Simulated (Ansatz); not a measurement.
**Trial inputs on CdI2**

All trials start from this Ansatz input:

```yaml
crystal:
  lattice:
    - [4.2910112908, 0.0, 0.0]
    - [-2.1455056454, 3.7161247857, 0.0]
    - [0.0, 0.0, 7.30358344]
  atoms:
    - { symbol: Cd, position: [0.0, 0.0, 0.0] }
    - { symbol: I, position: [0.33333333, 0.66666667, 0.23579085] }
    - { symbol: I, position: [0.66666667, 0.33333333, 0.76420915] }
basis:
  ecutwfc: 420
kpoints:
  mp_grid: { grid: [6, 6, 2] }
hamiltonian:
  xc: pbe
scf:
  occupations: { method: gaussian, width: 0.1 }
output:
  forces: true
  stress: true
  eigenvalues: true
```

Command:

```bash
ansatz run input.yaml --threads 1 --pin off --max-ram 1331MiB --backend cpu --events-out ev --progress --plain --runs-dir out
```

The run converges in 6 SCF iterations on 14 irreducible k-points: pressure 0.57 GPa, largest force 0.036 eV/Å, gap on the sampled k-points 2.40 eV.

The inputs are trials, many of them unsound on purpose. Their numbers show the effect of the settings and aren't properties of the material. Each trial's input is given as a difference from the reference's; energies are extrapolated to zero smearing where there is one, and pressure is positive in compression. Charged cells sit in a uniform background, and their pressures hang on that convention.

Problem. Trial 1:

```diff
 hamiltonian:
-  xc: pbe
+  xc: pbesol
```

What does the program give?

Solution. The run converges in 7 SCF iterations on 14 irreducible k-points: pressure -1.35 GPa, largest force 0.214 eV/Å, gap on the sampled k-points 2.33 eV.

Problem. Trial 2:

```diff
 hamiltonian:
+  hubbard: { sites: [{ species: Cd, l: d, u: 3.8, j: 0.62 }] }
 scf:
+  convergence: { dr2_threshold: "1e-7 eV" }
 output:
-  stress: true
+  stress: false
```

How does this run end?

Solution. The run converges in 8 SCF iterations on 14 irreducible k-points: largest force 0.048 eV/Å, gap on the sampled k-points 2.43 eV. Under a U the state reached may not be the lowest.

Problem. Trial 3:

```diff
 kpoints:
-  mp_grid: { grid: [6, 6, 2] }
+  mp_grid: { grid: [1, 3, 1] }
 hamiltonian:
-  xc: pbe
+  xc: pbesol
 scf:
+  convergence: { dr2_threshold: "1e-4 eV" }
```

How does this run end?

Solution. The run converges in 6 SCF iterations on 2 irreducible k-points: pressure 4.91 GPa, largest force 0.129 eV/Å, gap on the sampled k-points 2.23 eV. It warns that the SCF threshold is loose for the forces; that the SCF threshold is loose for the stress; that the mesh lowers the symmetry.

Problem. Trial 4:

```diff
 hamiltonian:
+  dispersion: d4
 scf:
-  occupations: { method: gaussian, width: 0.1 }
+  occupations: { method: fixed }
+  algorithm: density_mixing
+  max_iter: 92
```

What happens?

Solution. The run converges in 6 SCF iterations on 14 irreducible k-points: pressure -0.83 GPa, largest force 0.022 eV/Å, gap on the sampled k-points 2.40 eV.

Problem. Trial 5:

```diff
 hamiltonian:
-  xc: pbe
+  xc: lda
 scf:
+  self_checks: high
+accuracy: medium
```

What happens?

Solution. The run converges in 7 SCF iterations on 14 irreducible k-points: pressure -2.64 GPa, largest force 0.354 eV/Å, gap on the sampled k-points 2.20 eV.

Problem. Trial 6:

```diff
+total_charge: -40
 basis:
-  ecutwfc: 420
+  ecutwfc: "14 Ha"
 scf:
-  occupations: { method: gaussian, width: 0.1 }
+  occupations: { method: cold }
+  max_iter: 71
+magnetization:
+  spin_polarized: true
+  initial_magnetization: 5.0
```

How does this run end?

Solution. The run converges in 15 SCF iterations on 14 irreducible k-points: pressure 242 GPa (with the neutralising background of the charged cell), largest force 0.758 eV/Å, no gap, cell moment 0.00 μB. It warns that the cutoff lies under the recommended one, 420 eV for these potentials; that the starting moments were lost; that the state wasn't tested for a lower one.